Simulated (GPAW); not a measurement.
The system is I.

```xyz
1
Lattice="-2.0894 2.0894 2.0894 2.0894 -2.0894 2.0894 2.0894 2.0894 -2.0894" Properties=species:S:1:pos:R:3 pbc="T T T"
I     0.0000    0.0000    0.0000
```

The real solid is made of molecules; this cell is a model form.

| Item | Value |
| --- | --- |
| Program | GPAW 26.7.0 |
| Task | single point |
| Functional | PBE |
| Potentials or basis | GPAW PAW data sets (gpaw-data 1.2.1) |
| Cutoff | 600 eV |
| Basis | pw |
| k mesh | 9 × 9 × 9 |
| Occupations | fermi-dirac, width 0.05 eV |
| Spin | no spin polarisation |

On this cell: pressure -0.1 GPa; band gap on the k mesh none (metal or under the smearing width).

The same run follows on a disturbed copy (cell strained at random at fixed volume):

```
I
1.0
    -2.05603    2.08342    2.14495
     2.04328   -2.05394    2.10272
     2.08266    2.08057   -2.11547
I
1
Direct
  0.00767 0.00989 0.00550
```

Task: What changes?

Result: The energy (extrapolated to zero smearing) moves by -3.1 meV/atom; pressure -0.1 GPa; band gap on the k mesh none (metal or under the smearing width).

Stress tensor (GPa, compression positive):
```
-0.09  0.72 -0.40
 0.72 -0.10  0.78
-0.40  0.78 -0.08
```

The energy falls, though the first cell shows no forces: that form is unstable against this distortion, unless noise or another electronic state is at work.

Caveats: an odd number of electrons without spin polarisation forces a metal; a magnetic or distorted state may lie lower.
